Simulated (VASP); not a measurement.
# BaTiO3 (Pm-3m) in VASP: further runs, part 2 of 2

VASP 6.6.1.

### Step 3. Dielectric tensor, PBEsol

The input, INCAR:

```
SYSTEM = BaTiO3
PREC = Accurate
ENCUT = 650
EDIFF = 1E-8
ISMEAR = 0
SIGMA = 0.01
LREAL = .FALSE.
LASPH = .TRUE.
NELM = 100
ALGO = Normal
ISIF = 2
LWAVE = .FALSE.
LCHARG = .FALSE.
GGA = PS
LEPSILON = .TRUE.
```

The input, KPOINTS:

```
Automatic mesh
0
G
  5 5 5
  0 0 0
```

The input, POSCAR:

```
BaTiO3
1.0
    4.0060000000      0.0000000000      0.0000000000
    0.0000000000      4.0060000000      0.0000000000
    0.0000000000      0.0000000000      4.0060000000
Ba Ti O
1 1 3
Direct
    0.5000000000      0.5000000000      0.5000000000
    0.0000000000      0.0000000000      0.0000000000
    0.0000000000      0.0000000000      0.5000000000
    0.0000000000      0.5000000000      0.0000000000
    0.5000000000      0.0000000000      0.0000000000
```

Potentials or basis: VASP PAW PBE potentials, release 64 (Ba_sv, Ti_sv, O).

The run is started by

```
cat potpaw_PBE.64/Ba_sv/POTCAR potpaw_PBE.64/Ti_sv/POTCAR potpaw_PBE.64/O/POTCAR > POTCAR
mpirun -np 1 vasp_std > vasp.out
```

OUTCAR:

```text
SYSTEM = BaTiO3
   PREC = Accurate
   ENCUT = 650
   EDIFF = 1E-8
   ISMEAR = 0
   LREAL = .FALSE.
   LASPH = .TRUE.
   NELM = 100
   ISIF = 2
   GGA = PS
   LEPSILON = .TRUE.

 Found     10 irreducible k-points:

 Following reciprocal coordinates:
            Coordinates               Weight
  0.000000  0.000000  0.000000      1.000000
  0.200000  0.000000  0.000000      6.000000
  0.400000  0.000000  0.000000      6.000000
  0.200000  0.200000  0.000000     12.000000
  0.400000  0.200000  0.000000     24.000000
  0.400000  0.400000  0.000000     12.000000
   k-points           NKPTS =     10   k-points in BZ     NKDIM =     10   number of bands    NBANDS=     24
   number of dos      NEDOS =    301   number of ions     NIONS =      5
   total plane-waves  NPLWV =  46656
   dimension x,y,z NGX =    36 NGY =   36 NGZ =   36
   dimension x,y,z NGXF=    72 NGYF=   72 NGZF=   72
   ions per type =               1   1   3
   NGX,Y,Z   is equivalent  to a cutoff of  14.94, 14.94, 14.94 a.u.
   NGXF,Y,Z  is equivalent  to a cutoff of  29.88, 29.88, 29.88 a.u.
 SYSTEM =  BaTiO3
   PREC   = accura    normal or accurate (medium, high low for compatibility)
   ISTART =      0    job   : 0-new  1-cont  2-samecut
   ICHARG =      2    charge: 1-file 2-atom 10-const
   ISPIN  =      1    spin polarized calculation?
   LNONCOLLINEAR =      F non collinear calculations
   LSORBIT =      F    spin-orbit coupling
   LASPH  =      T    aspherical Exc in radial PAW
   ENCUT  =  650.0 eV  47.77 Ry    6.91 a.u.   8.33  8.33  8.33*2*pi/ulx,y,z
   NELM   =    100;   NELMIN=  2; NELMDL= -5     # of ELM steps
   EDIFF  = 0.1E-07   stopping-criterion for ELM
   LREAL  =      F    real-space projection
   EDIFFG = 0.1E-06   stopping-criterion for IOM
   NSW    =      0    number of steps for IOM
   IBRION =     -1    ionic relax: 0-MD 1-quasi-New 2-CG
   NFREE  =      0    steps in history (QN), initial steepest desc. (CG)
   ISIF   =      2    stress and relaxation
   ISYM   =      2    0-nonsym 1-usesym 2-fastsym
   POTIM  = 0.5000    time-step for ionic-motion
   TEBEG  =    0.0;   TEEND  =   0.0 temperature during run
   PSTRESS=    0.0 pullay stress
   NELECT =      40.0000    total number of electrons
   NUPDOWN=      -1.0000    fix difference up-down
[... 246 lines left out ...]

  energy without entropy =       -1.12644185

------------------------ aborting loop because EDIFF is reached ----------------------------------------

--------------------------------------- Ionic step        2  -------------------------------------------

------------------------ aborting loop because EDIFF is reached ----------------------------------------

--------------------------------------- Ionic step        3  -------------------------------------------

 Free energy of the ion-electron system (eV)
  ---------------------------------------------------
  ---------------------------------------------------
  free energy    TOTEN  =        -1.12644096 eV

  energy without entropy =       -1.12644096

------------------------ aborting loop because EDIFF is reached ----------------------------------------

 PIEZOELECTRIC TENSOR FIELD DIRECTION 3  (e Angst)
 -----------------------------------------------------------------------------
     0.00857  0.00000  0.00000           ( -0.00003  0.00000  0.00000)
     0.00000  0.00857  0.00000           (  0.00000 -0.00003  0.00000)
     0.00000 -0.00000 -0.01526           (  0.00000  0.00000  0.00033)

 PIEZOELECTRIC TENSOR FIELD DIRECTION 3  (C/m^2)
 -----------------------------------------------------------------------------
     0.00213  0.00000  0.00000
     0.00000  0.00213  0.00000
     0.00000 -0.00000 -0.00380

 MACROSCOPIC STATIC DIELECTRIC TENSOR (including local field effects in DFT)
 ------------------------------------------------------
           7.036119    -0.000000    -0.000000
          -0.000000     7.036119     0.000000
          -0.000000    -0.000000     7.036119
 ------------------------------------------------------

 PIEZOELECTRIC TENSOR (including local field effects)  for field in x, y, z        (e  Angst)
          XX          YY          ZZ          XY          YZ          ZX
  --------------------------------------------------------------------------------
  x     0.00000     0.00000     0.00000     0.00000     0.00000     0.00000
  y     0.00000     0.00000     0.00000     0.00000     0.00000     0.00000
  z     0.00000     0.00000     0.00000     0.00000     0.00000     0.00000

 PIEZOELECTRIC TENSOR (including local field effects)  for field in x, y, z        (C/m^2)
          XX          YY          ZZ          XY          YZ          ZX
  --------------------------------------------------------------------------------
  x     0.00000     0.00000     0.00000     0.00000     0.00000     0.00000
  y     0.00000     0.00000     0.00000     0.00000     0.00000     0.00000
  z     0.00000     0.00000     0.00000     0.00000     0.00000     0.00000

 BORN EFFECTIVE CHARGES (including local field effects) (in |e|, cummulative output)
 ---------------------------------------------------------------------------------
 ion    1
    1     2.75302    -0.00000    -0.00000
    2    -0.00000     2.75302    -0.00000
    3     0.00000     0.00000     2.75302
 ion    2
    1     7.59573    -0.00000     0.00000
    2    -0.00000     7.59573    -0.00000
    3    -0.00000     0.00000     7.59573
 ion    3
    1    -2.16744    -0.00000     0.00000
    2    -0.00000    -2.16744     0.00000
    3     0.00000     0.00000    -6.01388
 ion    4
    1    -2.16744     0.00000    -0.00000
    2    -0.00000    -6.01388     0.00000
    3    -0.00000    -0.00000    -2.16744
 ion    5
    1    -6.01388    -0.00000     0.00000
    2    -0.00000    -2.16744    -0.00000
    3     0.00000     0.00000    -2.16744
```

Wall time 7.8 min (1 thread of Intel Xeon Platinum 8375C at 2.90GHz (Ice Lake), shared host); peak memory 0.3 GiB.

These settings aren't checked as converged: the numbers below hold their error.

Results:

```yaml
Band_gap_on_the_k_mesh: 1.81 eV, indirect (least direct gap 1.84 eV)
Electronic_dielectric_tensor_diagonal: 7.04
Born_charges_mean_of_the_diagonal: Ba +2.75; Ti +7.60; O -3.45 e
```

Caveat: spin-orbit coupling is left out, which moves the levels of the heavy elements; an odd mesh through Γ misses points on the zone boundary, where band edges often lie.

### Step 4. Dielectric tensor, PBEsol

Changes to INCAR since step 3:

```diff
@@ -2,4 +2,4 @@
 PREC = Accurate
-ENCUT = 650
-EDIFF = 1E-8
+ENCUT = 400
+EDIFF = 1E-4
 ISMEAR = 0
```

The input, KPOINTS:

```
Automatic mesh
0
G
  7 7 7
  0 0 0
```

POSCAR is that of step 3.

Potentials or basis: VASP PAW PBE potentials, release 64 (Ba_sv, Ti_sv, O).

The run is started by

```
cat potpaw_PBE.64/Ba_sv/POTCAR potpaw_PBE.64/Ti_sv/POTCAR potpaw_PBE.64/O/POTCAR > POTCAR
mpirun -np 1 vasp_std > vasp.out
```

OUTCAR:

```text
SYSTEM = BaTiO3
   PREC = Accurate
   ENCUT = 400
   EDIFF = 1E-4
   ISMEAR = 0
   LREAL = .FALSE.
   LASPH = .TRUE.
   NELM = 100
   ISIF = 2
   GGA = PS
   LEPSILON = .TRUE.

 Found     20 irreducible k-points:

 Following reciprocal coordinates:
            Coordinates               Weight
  0.000000  0.000000  0.000000      1.000000
  0.142857  0.000000  0.000000      6.000000
  0.285714  0.000000  0.000000      6.000000
  0.428571  0.000000  0.000000      6.000000
  0.142857  0.142857  0.000000     12.000000
  0.285714  0.142857  0.000000     24.000000
   k-points           NKPTS =     20   k-points in BZ     NKDIM =     20   number of bands    NBANDS=     24
   number of dos      NEDOS =    301   number of ions     NIONS =      5
   total plane-waves  NPLWV =  21952
   dimension x,y,z NGX =    28 NGY =   28 NGZ =   28
[... 311 lines left out ...]
 ------------------------------------------------------

 PIEZOELECTRIC TENSOR (including local field effects)  for field in x, y, z        (e  Angst)
          XX          YY          ZZ          XY          YZ          ZX
  --------------------------------------------------------------------------------
  x     0.00000     0.00000     0.00000     0.00000     0.00000     0.00000
  y     0.00000     0.00000     0.00000     0.00000     0.00000     0.00000
  z     0.00000     0.00000     0.00000     0.00000     0.00000     0.00000

 PIEZOELECTRIC TENSOR (including local field effects)  for field in x, y, z        (C/m^2)
          XX          YY          ZZ          XY          YZ          ZX
  --------------------------------------------------------------------------------
  x     0.00000     0.00000     0.00000     0.00000     0.00000     0.00000
  y     0.00000     0.00000     0.00000     0.00000     0.00000     0.00000
  z     0.00000     0.00000     0.00000     0.00000     0.00000     0.00000

 BORN EFFECTIVE CHARGES (including local field effects) (in |e|, cummulative output)
 ---------------------------------------------------------------------------------
 ion    1
    1     2.73419     0.00000     0.00000
    2     0.00000     2.73419     0.00000
    3     0.00000    -0.00000     2.73419
 ion    2
    1     7.42288    -0.00000     0.00000
    2    -0.00000     7.42288     0.00000
    3    -0.00000    -0.00000     7.42288
 ion    3
    1    -2.13845     0.00000     0.00000
    2     0.00000    -2.13845     0.00000
    3    -0.00000    -0.00000    -5.88017
 ion    4
    1    -2.13845    -0.00000     0.00000
    2    -0.00000    -5.88017     0.00000
    3     0.00000    -0.00000    -2.13845
 ion    5
    1    -5.88017     0.00000    -0.00000
    2    -0.00000    -2.13845    -0.00000
    3     0.00000     0.00000    -2.13845
```

stdout:

```text
POSCAR found type information on POSCAR BaTiO
 POSCAR found :  3 types and       5 ions
 scaLAPACK will be used
 -----------------------------------------------------------------------------
|                                                                             |
[... 28 lines left out ...]
 dielectric tensor                  component  3 :    -0.522    -0.778     9.344
 Linear response to external field, progress :
  Direction:   1
 dielectric tensor                  component  1 :     6.821    -0.891    -0.765
 Linear response to external field, progress :
  Direction:   2
 dielectric tensor                  component  2 :    -0.890     6.821    -0.765
 Linear response to external field, progress :
  Direction:   3
 dielectric tensor                  component  3 :    -0.656    -0.999     6.821
 Born effective charges drift removed
```

It took 3.9 min on 1 thread of Intel Xeon Platinum 8375C at 2.90GHz (Ice Lake), shared host; peak memory 0.25 GiB.

The run converged, but some of its settings lie outside the range that counts as converged, so its numbers aren't taken as properties of the crystal.

Results:

```yaml
Band_gap_on_the_k_mesh: 1.76 eV, indirect (least direct gap 1.84 eV)
Electronic_dielectric_tensor_diagonal: 6.82
Born_charges_mean_of_the_diagonal: Ba +2.73; Ti +7.42; O -3.39 e
```

Caveat: spin-orbit coupling is left out, which moves the levels of the heavy elements; an odd mesh through Γ misses points on the zone boundary, where band edges often lie.
